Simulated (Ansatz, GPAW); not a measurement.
# Ballistic transport through octane-1,8-dithiol between two Pd chains, from relaxation to T(E)

Wanted: T(E) of octane-1,8-dithiol between two Pd chains at a relaxed geometry in two programs, beside the unrelaxed structure.

Method: Ansatz plane waves; relaxation of the junction with the lead ends held, in the first sound run; inputs show where later runs differ, in GPAW 26.7.0 and Ansatz 0.2.0.

### 1. Starting point

The cell holds 42 atoms: 16 Pd, 2 S, 16 H and 8 C. Cell: a = 12.607 Å, b = 9.599 Å, c = 50.862 Å, α = 90.0°, β = 90.0°, γ = 90.0°. Regions: left lead, 8 atoms (8 Pd); channel, 26 atoms (2 S, 16 H and 8 C); right lead, 8 atoms (8 Pd). Vacuum lies along a and b. The structure is stacked along c, and the current runs across the ab planes.

### 2. Relaxing the atoms

Transmission follows bond lengths closely, so the atoms between the held lead ends are relaxed first, from a slightly shaken start that lets symmetry break.

input.yaml reads:

```yaml
crystal:
  lattice:
    - [12.6071723682, 0.0, 0.0]
    - [0.0, 9.5985367784, 0.0]
    - [0.0, 0.0, 50.862048331]
  atoms:
    - { symbol: Pd, position: [0.5, 0.5, 0.0245762812] }
    - { symbol: Pd, position: [0.5, 0.5, 0.0737288435] }
    - { symbol: Pd, position: [0.5, 0.5, 0.1228814058] }
    - { symbol: Pd, position: [0.5, 0.5, 0.1720339681] }
    - { symbol: Pd, position: [0.5, 0.5, 0.2211865304] }
    - { symbol: Pd, position: [0.5, 0.5, 0.2703390927] }
    - { symbol: Pd, position: [0.5007251041, 0.4967495542, 0.3199342942] }
    - { symbol: Pd, position: [0.5022381658, 0.4939020856, 0.3678761518] }
    - { symbol: S, position: [0.3442113747, 0.5744485432, 0.3907694584] }
    - { symbol: H, position: [0.3425486445, 0.3827026416, 0.4206187799] }
    - { symbol: C, position: [0.3365527145, 0.4961372808, 0.4230956484] }
    - { symbol: H, position: [0.2557451585, 0.5142014949, 0.4305426132] }
    - { symbol: H, position: [0.5034923564, 0.5281815277, 0.4323303402] }
    - { symbol: C, position: [0.4213140605, 0.5520478891, 0.4408977653] }
    - { symbol: H, position: [0.41375104, 0.6603061399, 0.4435816989] }
    - { symbol: H, position: [0.4258781099, 0.367384999, 0.466225456] }
    - { symbol: C, position: [0.421815106, 0.4780218925, 0.4677884808] }
    - { symbol: H, position: [0.3365673222, 0.5008040991, 0.4774475631] }
    - { symbol: H, position: [0.5810769559, 0.5121975668, 0.4772898156] }
    - { symbol: C, position: [0.5046781382, 0.5367499724, 0.4867821244] }
    - { symbol: H, position: [0.4932787335, 0.6483503197, 0.4886445849] }
    - { symbol: H, position: [0.5056585679, 0.3550999201, 0.5115561558] }
    - { symbol: C, position: [0.4984858382, 0.4657852288, 0.5137088044] }
    - { symbol: H, position: [0.4201543261, 0.4806229579, 0.5220353384] }
    - { symbol: H, position: [0.6603770883, 0.4991260744, 0.523056104] }
    - { symbol: C, position: [0.5868385901, 0.5180030543, 0.5324805518] }
    - { symbol: H, position: [0.5709866777, 0.6328596027, 0.5341247063] }
    - { symbol: H, position: [0.5866250624, 0.3408174549, 0.5572002557] }
    - { symbol: C, position: [0.5762359816, 0.4503292894, 0.5595171914] }
    - { symbol: H, position: [0.4981429676, 0.4676763165, 0.5668922336] }
    - { symbol: H, position: [0.7400223083, 0.4885065232, 0.5689758359] }
    - { symbol: C, position: [0.6652476514, 0.5060518799, 0.5772736555] }
    - { symbol: H, position: [0.6569100865, 0.6190803597, 0.5801094785] }
    - { symbol: S, position: [0.6545180885, 0.4234294418, 0.6089954978] }
    - { symbol: Pd, position: [0.4971543826, 0.501522021, 0.6310789147] }
    - { symbol: Pd, position: [0.500029731, 0.5015025623, 0.6807717228] }
    - { symbol: Pd, position: [0.5, 0.5, 0.7296609073] }
    - { symbol: Pd, position: [0.5, 0.5, 0.7788134696] }
    - { symbol: Pd, position: [0.5, 0.5, 0.8279660319] }
    - { symbol: Pd, position: [0.5, 0.5, 0.8771185942] }
    - { symbol: Pd, position: [0.5, 0.5, 0.9262711565] }
    - { symbol: Pd, position: [0.5, 0.5, 0.9754237188] }
kpoints:
  mp_grid: { grid: [1, 1, 2] }
hamiltonian:
  xc: pbe
scf:
  occupations: { method: fermi_dirac, width: 0.1 }
relax:
  f_tol: 0.03
  max_steps: 80
  constraints: [{ sites: [0, 1, 2, 3, 4, 5, 36, 37, 38, 39, 40, 41] }]
```

On the command line:

```
$ ansatz run input.yaml --threads 4 --pin off --max-ram 8192MiB --backend cpu --events-out ev --progress --plain --runs-dir out
```

Numbers of over 12 decimals in the logs are rounded to 6 here.

Log:

```text
Engine: ansatz 0.2.0, aarch64-unknown-linux-gnu
Pseudopotentials: kind: paw
Pseudopotential: Pd, paw, valence charge 18, recommended cutoff 420 eV (normal), Pd.paw.azcp
Pseudopotential: S, paw, valence charge 6, recommended cutoff 420 eV (normal), S.paw.azcp
Pseudopotential: H, paw, valence charge 1, recommended cutoff 420 eV (normal), H.paw.azcp
Pseudopotential: C, paw, valence charge 4, recommended cutoff 420 eV (normal), C.paw.azcp
Functional definition: PBE
  parameter kappa = 0.804
  parameter beta = 0.066725
  exchange = pbe_x(kappa = kappa, mu = beta*pi^2/3)
  correlation = pbe_c(beta = beta)
Crystal: 42 atoms, lattice volume = 6154.837 Å³
Basis set: ecut = 420 eV, 120191 PW (Γ), exchange–correlation on 180×144×720 points (8 copies of the dense FFT grid, shifted against one another)
Bands: 216, of which v1, the nominal top of the filled ones, is band 174 counted from 1 (173 counted from 0)
Symmetry: 1 space group operations
Space group: P1 (ITA 1), of the structure as read, at distance tolerance 1.8e-4 Å
k-points: 2
Non-local potential: Pd, projectors of the file, l = 0: 2, l = 1: 2, l = 2: 2, l = 3: 1
Non-local potential: S, projectors of the file, l = 0: 2, l = 1: 2, l = 2: 2
Non-local potential: H, projectors of the file, l = 0: 2, l = 1: 1
Non-local potential: C, projectors of the file, l = 0: 2, l = 1: 2, l = 2: 1
PAW form: soft (Blöchl's): semilocal exchange-correlation on the pseudo side does not see the compensation charge
PAW one-centre angular grid: Pd, 590 points (default); XC on 64 Gauss nodes
PAW one-centre angular grid: S, 110 points (default); XC on 64 Gauss nodes
PAW one-centre angular grid: H, 110 points (default); XC on 64 Gauss nodes
PAW one-centre angular grid: C, 110 points (default); XC on 64 Gauss nodes
Initial density: superposition of atomic densities (neutral atoms: chi_scale 0, normalization atom), corrected by the library's trained network
Initial wavefunctions: pseudopotential atomic-orbital guess
Functional: x = pbe(κ = 0.804, μ = 0.219515), c = pbe(β = 0.066725)
SCF iter   1: F=—  HF=-115595.112400 eV  |F-HF|=—  |Δ(HF+E_count)|=         —  Δρ=3.85e-3  dr2=1.25e0  ethr=1.77e-3  ⟨swp⟩=11.5  Hψ=2543  notcnv=0  defer=27
preconditioner: auto → LDOS  [metal: Δε(μ)=0.030 eV  Ē_g=5.975 eV  σ=0.100 eV  W_gap=0.08  n_scr=520 (ndim 8)  ℏωp=7.0 eV  f_vac=0.822  D(μ)=51.68/eV (n_scr^D=192)  β→1.0]
SCF iter   2: F=—  HF=-115594.994931 eV  |F-HF|=—  |Δ(HF+E_count)|=   1.17e-1  Δρ=2.41e-3  dr2=2.92e-1  ethr=3.60e-4  ⟨swp⟩=2.5  Hψ=731  notcnv=0  defer=46
SCF iter   3: F=—  HF=-115595.009177 eV  |F-HF|=—  |Δ(HF+E_count)|=   1.42e-2  Δρ=1.10e-3  dr2=1.03e-1  ethr=8.38e-5  ⟨swp⟩=2.0  Hψ=636  notcnv=0  defer=46
SCF iter   4: F=—  HF=-115594.998195 eV  |F-HF|=—  |Δ(HF+E_count)|=   1.10e-2  Δρ=3.88e-4  dr2=1.41e-2  ethr=2.96e-5  ⟨swp⟩=2.0  Hψ=608  notcnv=0  defer=46
SCF iter   5: F=—  HF=-115594.997476 eV  |F-HF|=—  |Δ(HF+E_count)|=   7.18e-4  Δρ=1.65e-4  dr2=3.20e-3  ethr=4.06e-6  ⟨swp⟩=2.5  Hψ=656  notcnv=0  defer=46
SCF iter   6: F=—  HF=-115594.997647 eV  |F-HF|=—  |Δ(HF+E_count)|=   1.71e-4  Δρ=1.02e-4  dr2=1.16e-3  ethr=9.20e-7  ⟨swp⟩=2.0  Hψ=556  notcnv=0  defer=46
SCF iter   7: F=—  HF=-115594.997808 eV  |F-HF|=—  |Δ(HF+E_count)|=   1.61e-4  Δρ=5.61e-5  dr2=3.56e-4  ethr=3.34e-7  ⟨swp⟩=1.0  Hψ=386  notcnv=0  defer=46
SCF iter   8: F=—  HF=-115594.997922 eV  |F-HF|=—  |Δ(HF+E_count)|=   1.14e-4  Δρ=2.74e-5  dr2=8.23e-5  ethr=1.02e-7  ⟨swp⟩=1.0  Hψ=386  notcnv=0  defer=46
SCF iter   9: F=-115594.997966 eV  HF=-115594.997961 eV  |F-HF|=4.93e-6  |Δ(HF+E_count)|=   3.96e-5  Δρ=1.08e-5  dr2=1.37e-5  ethr=6.47e-9  ⟨swp⟩=4.0  Hψ=1364  notcnv=0
SCF 1 converged in 9 iterations: F = -115594.997966 eV  dr2 = 1.37e-5
  greatest PAW one-centre occupation: 0.999 electrons in one spin orbital (limit 2), on the Pd atom at site 35 (counted from 0), in its partial waves of l = 0
relax step   1: F+E_penalty+E_count = -115594.99796637 eV  Δ(F+E_penalty+E_count) = +0.000e0 eV  max|allowed force component| = 2.848e0 eV/Å  Δτ_max = 0.0000 Å  (9 SCF iters, dr2 threshold 2.25e-5 eV, accepted)
Initial density: handed on by an earlier stage of this run
Initial wavefunctions: those handed on with the density
iter 1 solved again at ethr=1.70e-3 eV; its pass at ethr=3.10e-3 eV (dr2=5.93e0 eV) is discarded
SCF iter   1: F=—  HF=-115596.367876 eV  |F-HF|=—  |Δ(HF+E_count)|=         —  Δρ=7.22e-3  dr2=5.93e0  ethr=1.70e-3  ⟨swp⟩=1.0  Hψ=1613  notcnv=0  defer=41
preconditioner: auto → LDOS  [metal: Δε(μ)=0.021 eV  Ē_g=6.063 eV  σ=0.100 eV  W_gap=0.05  n_scr=520 (ndim 8)  ℏωp=7.0 eV  f_vac=0.822  D(μ)=54.89/eV (n_scr^D=206)  β→1.0]
SCF iter   2: F=—  HF=-115596.131724 eV  |F-HF|=—  |Δ(HF+E_count)|=   2.36e-1  Δρ=2.69e-3  dr2=6.29e-1  ethr=1.70e-3  ⟨swp⟩=2.0  Hψ=642  notcnv=0  defer=41
SCF iter   3: F=—  HF=-115596.085356 eV  |F-HF|=—  |Δ(HF+E_count)|=   4.64e-2  Δρ=1.54e-3  dr2=2.01e-1  ethr=1.81e-4  ⟨swp⟩=3.0  Hψ=904  notcnv=0  defer=43
SCF iter   4: F=—  HF=-115596.053516 eV  |F-HF|=—  |Δ(HF+E_count)|=   3.18e-2  Δρ=6.26e-4  dr2=3.32e-2  ethr=5.78e-5  ⟨swp⟩=2.0  Hψ=552  notcnv=0  defer=43
SCF iter   5: F=—  HF=-115596.050428 eV  |F-HF|=—  |Δ(HF+E_count)|=   3.09e-3  Δρ=2.69e-4  dr2=7.99e-3  ethr=9.53e-6  ⟨swp⟩=2.0  Hψ=497  notcnv=0  defer=43
SCF iter   6: F=—  HF=-115596.051435 eV  |F-HF|=—  |Δ(HF+E_count)|=   1.01e-3  Δρ=1.44e-4  dr2=2.26e-3  ethr=2.30e-6  ⟨swp⟩=2.0  Hψ=459  notcnv=0  defer=43
SCF iter   7: F=—  HF=-115596.051632 eV  |F-HF|=—  |Δ(HF+E_count)|=   1.96e-4  Δρ=6.70e-5  dr2=5.12e-4  ethr=6.50e-7  ⟨swp⟩=2.0  Hψ=471  notcnv=0  defer=43
SCF iter   8: F=—  HF=-115596.051894 eV  |F-HF|=—  |Δ(HF+E_count)|=   2.62e-4  Δρ=3.26e-5  dr2=1.46e-4  ethr=1.47e-7  ⟨swp⟩=2.0  Hψ=517  notcnv=0  defer=43
SCF iter   9: F=-115596.051946 eV  HF=-115596.051899 eV  |F-HF|=4.63e-5  |Δ(HF+E_count)|=   5.42e-6  Δρ=1.46e-5  dr2=2.63e-5  ethr=2.87e-8  ⟨swp⟩=2.5  Hψ=1321  notcnv=0
smearing: bands 173 to 174 share 1.955 electrons (they would hold 2.000 with every lower band full and every higher one empty; bands counted from 0; each is filled to between 0.4643 and 0.5136 of a full level; at each k-point the levels lie within 2.0e-2 eV, against a smearing width of 0.1000 eV). The entropy term TS of this state is 1.6833 eV
SCF 2 converged in 9 iterations: F = -115596.051946 eV  dr2 = 2.63e-5
relax step   2: F+E_penalty+E_count = -115596.05194557 eV  Δ(F+E_penalty+E_count) = -1.054e0 eV  max|allowed force component| = 9.443e-1 eV/Å  Δτ_max = 0.1933 Å  (9 SCF iters, dr2 threshold 1.00e-4 eV, accepted)
iter 1 solved again at ethr=2.78e-4 eV; its pass at ethr=3.10e-3 eV (dr2=9.68e-1 eV) is discarded
[...]
SCF iter   4: F=—  HF=-115597.045201 eV  |F-HF|=—  |Δ(HF+E_count)|=   3.46e-5  Δρ=3.23e-5  dr2=1.00e-4  ethr=1.18e-7  ⟨swp⟩=2.0  Hψ=689  notcnv=0  defer=29
SCF iter   5: F=—  HF=-115597.045174 eV  |F-HF|=—  |Δ(HF+E_count)|=   2.69e-5  Δρ=1.81e-5  dr2=3.71e-5  ethr=2.88e-8  ⟨swp⟩=2.0  Hψ=575  notcnv=0  defer=29
SCF iter   6: F=—  HF=-115597.045445 eV  |F-HF|=—  |Δ(HF+E_count)|=   2.71e-4  Δρ=9.94e-6  dr2=1.16e-5  ethr=1.07e-8  ⟨swp⟩=2.0  Hψ=431  notcnv=0  defer=29
SCF iter   7: F=—  HF=-115597.045451 eV  |F-HF|=—  |Δ(HF+E_count)|=   5.22e-6  Δρ=5.46e-6  dr2=3.29e-6  ethr=3.34e-9  ⟨swp⟩=2.0  Hψ=434  notcnv=0  defer=29
SCF iter   8: F=—  HF=-115597.045454 eV  |F-HF|=—  |Δ(HF+E_count)|=   3.34e-6  Δρ=2.47e-6  dr2=7.23e-7  ethr=9.46e-10  ⟨swp⟩=2.0  Hψ=465  notcnv=0  defer=29
SCF iter   9: F=—  HF=-115597.045455 eV  |F-HF|=—  |Δ(HF+E_count)|=   6.29e-7  Δρ=1.40e-6  dr2=2.27e-7  ethr=2.08e-10  ⟨swp⟩=2.0  Hψ=486  notcnv=0  defer=29
SCF iter  10: F=-115597.045455 eV  HF=-115597.045455 eV  |F-HF|=9.74e-8  |Δ(HF+E_count)|=   1.78e-7  Δρ=6.68e-7  dr2=6.11e-8  ethr=2.87e-11  ⟨swp⟩=4.0  Hψ=1322  notcnv=0
smearing: bands 173 to 174 share 2.081 electrons (they would hold 2.000 with every lower band full and every higher one empty; bands counted from 0; each is filled to between 0.4954 and 0.5441 of a full level; at each k-point the levels lie within 2.0e-2 eV, against a smearing width of 0.1000 eV). The entropy term TS of this state is 1.6934 eV
SCF 21 converged in 10 iterations: F = -115597.045455 eV  dr2 = 6.11e-8
relax step  21: F+E_penalty+E_count = -115597.04545492 eV  Δ(F+E_penalty+E_count) = -4.509e-4 eV  max|allowed force component| = 1.566e-2 eV/Å  Δτ_max = 0.0378 Å  (10 SCF iters, accepted)
SCF converged after 10 iterations
Free energy (F): -115597.045455 eV
Harris-Foulkes:  -115597.045455 eV  (|F-HF|=9.74e-8)
Internal energy: -115595.352051 eV  (E = F + TS)
E sigma→0 (E₀):  -115596.198753 eV
Entropy (-TS):   -1.693403 eV (-40.319 meV/atom)
Fermi energy:    -3.905725 eV
--- Per-component energies (eV) ---
  E_band       = -9341.550169
  E_kinetic    = 9393.213194
  E_local      = -126795.710062  (includes V_loc(G=0)·N_el)
  E_nonlocal   = 3813.943907
  E_hartree    = 56898.725115
  E_xc         = -3373.651307
  E_vxc        = -4153.007938  (∫ρ·V_xc dr)
  E_paw        = -62039.821081  (= ΣΔE_a)
  E_vpaw       = -5397.412193  (= ΣTr[D̂ρ^β])
  E_aug_tail   = -0.018636  (compensation charges beyond the density's cutoff)
  E_ewald      = 6507.966818
  E_smearing   = -1.693403  (= −TS)
  E_closure    = 0.000000  (closes the sum)
  Σ components = -115597.045455   (vs F -115597.045455, Δ=0.00e0)
--- Forces (eV/Å), atoms counted from 1 ---
  atom   1  Pd     0.00082919    -0.00035724    -0.00250007
  atom   2  Pd    -0.00062056     0.00009170     0.01019850
  atom   3  Pd    -0.00305630     0.00034898    -0.01544112
  atom   4  Pd    -0.01216796     0.00230267     0.04509376
  atom   5  Pd    -0.06729613     0.01656231     0.03749143
  atom   6  Pd     0.09779149    -0.02269493    -0.07629400
  atom   7  Pd     0.00084136     0.00035482    -0.00243554
  atom   8  Pd    -0.00063471     0.00187114     0.00398188
  atom   9  S     -0.00447757    -0.00873344     0.00993605
  atom  10  H     -0.00175489    -0.00039413     0.00108652
  atom  11  C      0.00694932     0.00481655    -0.01531295
  atom  12  H     -0.00145821     0.00286841    -0.00132728
  atom  13  H      0.00313527     0.00082969     0.00089413
  atom  14  C      0.00032321     0.00150743    -0.00190574
  atom  15  H     -0.00105783     0.00296400     0.00164119
  atom  16  H     -0.00119611     0.00184438    -0.00106274
  atom  17  C     -0.00045664    -0.00245469     0.01244260
  atom  18  H      0.00163476    -0.00028341    -0.00072197
  atom  19  H     -0.00381497     0.00175264     0.00006202
  atom  20  C      0.00143002     0.00275895    -0.00982141
  atom  21  H      0.00048238    -0.00356150     0.00191864
  atom  22  H     -0.00044653     0.00363908    -0.00168366
  atom  23  C     -0.00120061    -0.00238100     0.00873477
  atom  24  H      0.00379991    -0.00162997     0.00020255
  atom  25  H     -0.00183941     0.00015207     0.00091711
  atom  26  C      0.00012023     0.00168400    -0.01239927
  atom  27  H      0.00112100    -0.00198333     0.00121304
  atom  28  H      0.00129361    -0.00329879    -0.00157021
  atom  29  C      0.00005455    -0.00061404    -0.00079452
  atom  30  H     -0.00350722    -0.00060179    -0.00081020
  atom  31  H      0.00176913    -0.00286352     0.00082697
  atom  32  C     -0.00536548    -0.00688229     0.01566411
  atom  33  H      0.00086290     0.00190407    -0.00119555
  atom  34  S      0.00482815     0.01001529    -0.00723157
  atom  35  Pd     0.00068485    -0.00267926    -0.00053798
  atom  36  Pd    -0.00206932    -0.00013007     0.00182026
  atom  37  Pd    -0.09965173     0.02221477     0.07222559
  atom  38  Pd     0.06914844    -0.01667891    -0.03568830
  atom  39  Pd     0.01256456    -0.00232991    -0.04445089
  atom  40  Pd     0.00283224    -0.00025249     0.01413408
  atom  41  Pd     0.00053475    -0.00006350    -0.00987727
  atom  42  Pd    -0.00096645     0.00038296     0.00256308
  max |Σ_I F_I| component: 1.39e-5 eV/Å
--- Relaxed structure (21 steps of the walk, 21 accepted, 0 SCFs on fresh bases) ---
  F+E_penalty+E_count = -115597.04545492 eV   max|allowed force component| = 1.566e-2 eV/Å
  atoms:
    - { symbol: Pd, position: [0.5, 0.5, 0.024576] }
    - { symbol: Pd, position: [0.5, 0.5, 0.0737288435] }
    - { symbol: Pd, position: [0.5, 0.5, 0.1228814058] }
    - { symbol: Pd, position: [0.5, 0.5, 0.1720339681] }
    - { symbol: Pd, position: [0.5, 0.5, 0.221187] }
    - { symbol: Pd, position: [0.5, 0.5, 0.2703390927] }
    - { symbol: Pd, position: [0.399830, 0.539822, 0.312119] }
    - { symbol: Pd, position: [0.538727, 0.480112, 0.345557] }
    - { symbol: S, position: [0.531528, 0.588402, 0.383267] }
    - { symbol: H, position: [0.506944, 0.375600, 0.408964] }
    - { symbol: C, position: [0.479632, 0.483605, 0.410985] }
    - { symbol: H, position: [0.392558, 0.484384, 0.409910] }
    - { symbol: H, position: [0.605897, 0.549629, 0.436992] }
    - { symbol: C, position: [0.518554, 0.548339, 0.437003] }
    - { symbol: H, position: [0.493202, 0.658082, 0.437769] }
    - { symbol: H, position: [0.503404, 0.361783, 0.460924] }
    - { symbol: C, position: [0.478836, 0.471948, 0.461825] }
    - { symbol: H, position: [0.391368, 0.471543, 0.461939] }
    - { symbol: H, position: [0.607077, 0.536880, 0.487458] }
    - { symbol: C, position: [0.519581, 0.536772, 0.487679] }
    - { symbol: H, position: [0.495537, 0.647217, 0.488414] }
    - { symbol: H, position: [0.504744, 0.352344, 0.512046] }
    - { symbol: C, position: [0.480683, 0.462782, 0.512778] }
    - { symbol: H, position: [0.393187, 0.462653, 0.512998] }
    - { symbol: H, position: [0.608893, 0.528113, 0.538509] }
    - { symbol: C, position: [0.521424, 0.527653, 0.538629] }
    - { symbol: H, position: [0.496818, 0.637804, 0.539526] }
    - { symbol: H, position: [0.507153, 0.341539, 0.562694] }
    - { symbol: C, position: [0.481761, 0.451264, 0.563456] }
    - { symbol: H, position: [0.394419, 0.449918, 0.563473] }
    - { symbol: H, position: [0.607774, 0.515302, 0.590535] }
    - { symbol: C, position: [0.520699, 0.516068, 0.589465] }
    - { symbol: H, position: [0.493384, 0.624068, 0.591481] }
    - { symbol: S, position: [0.468858, 0.411328, 0.617193] }
    - { symbol: Pd, position: [0.462434, 0.519478, 0.654924] }
    - { symbol: Pd, position: [0.602083, 0.460067, 0.688180] }
    - { symbol: Pd, position: [0.5, 0.5, 0.729661] }
    - { symbol: Pd, position: [0.5, 0.5, 0.7788134696] }
    - { symbol: Pd, position: [0.5, 0.5, 0.8279660319] }
    - { symbol: Pd, position: [0.5, 0.5, 0.8771185942] }
    - { symbol: Pd, position: [0.5, 0.5, 0.9262711565] }
    - { symbol: Pd, position: [0.5, 0.5, 0.9754237188] }
```

Elapsed: 35 min, on 4 threads of Arm Neoverse N1, shared host; peak memory 7.4 GiB; 2.3 h of CPU time.

Relaxation path:

| step | energy less that of the first step (eV) | largest force component (eV/Å) |
| --- | --- | --- |
| 1 | 0.0000 | 2.8480 |
| 2 | -1.0540 | 0.9443 |
| 3 | -1.2124 | 0.4174 |
| 4 | -1.3469 | 0.3083 |
| 5 | -1.4637 | 0.1769 |
| 6 | -1.5473 | 0.1516 |
| 7 | -1.6578 | 0.1059 |
| 8 | -1.7419 | 0.1426 |
| 9 | -1.7991 | 0.1901 |
| 10 | -1.8477 | 0.1817 |
| 11 | -1.8881 | 0.3281 |
| 12 | -1.9266 | 0.3405 |
| 13 | -1.9648 | 0.3357 |
| 14 | -2.0011 | 0.2724 |
| 15 | -2.0250 | 0.1679 |
| 16 | -2.0374 | 0.0605 |
| 17 | -2.0432 | 0.0585 |
| 18 | -2.0454 | 0.0562 |
| 19 | -2.0470 | 0.0238 |
| 20 | -2.0470 | 0.0237 |
| 21 | -2.0475 | 0.0157 |

The atoms that moved most (Å):

| atom | dx | dy | dz | length |
| --- | --- | --- | --- | --- |
| S9 | 2.362 | 0.134 | -0.382 | 2.396 |
| S34 | -2.341 | -0.116 | 0.417 | 2.380 |
| H10 | 2.073 | -0.068 | -0.593 | 2.157 |
| H33 | -2.062 | 0.048 | 0.578 | 2.142 |
| H12 | 1.725 | -0.286 | -1.049 | 2.039 |
| H31 | -1.667 | 0.257 | 1.097 | 2.012 |
| C32 | -1.822 | 0.096 | 0.620 | 1.927 |
| C11 | 1.804 | -0.120 | -0.616 | 1.910 |

Numbers from this step:

- free energy: -115597.0455 eV
- smearing term TS: 1.693 eV
- symmetry operations: 1

The relaxation lowered the energy of the cell by 2.05 eV.

(Part 1 of 4 ends here.)

[Logs are printed without paths, hosts, clocks, repeated set-up lines and the standing remarks that a program may print on its own settings, such as how far it seeks lower states.]

[Hosts, paths, dates, database ids (printed as entryN), source tags and the programs' standing remarks are cut or masked in the printed files.]
